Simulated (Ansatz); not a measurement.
# Si2Mo in Ansatz: the effect of target pressure

Crystal: Si2Mo.

```
Mo Si
1.0
    -1.60000    1.60000    3.93050
     1.60000   -1.60000    3.93050
     1.60000    1.60000   -3.93050
Mo Si
1 2
Direct
  0.00000 0.00000 0.00000
  0.66700 0.66700 0.00000
  0.33300 0.33300 0.00000
```

Alike in all runs:

```yaml
Program: Ansatz 0.2.0
Task: relaxation of cell and atoms
Functional: PBEsol
Potentials_or_basis: all-electron LAPW, scalar-relativistic
Basis_error_allowed: 0.002 eV/atom
k_mesh: 12 × 12 × 12
Occupations: fermi-dirac, width 0.05 eV
Spin: no spin polarisation
```

Each run relaxes the cell or the atoms first.

```csv
target pressure,relaxed volume (Å³/atom)
0 GPa,13.27
5 GPa,?
10 GPa,12.73
20 GPa,12.28
30 GPa,11.90
```

Problem. What does the run with target pressure 5 GPa give?

Solution. Relaxed volume 12.98 Å³/atom.

Worked out: In Murnaghan's law V^(-B') rises as a straight line in P. The other rows fit best with B' = 3.8, V0 = 13.27 Å³/atom and B0 = 222 GPa, which gives 12.99 Å³/atom at 5 GPa, against the run's 12.98.
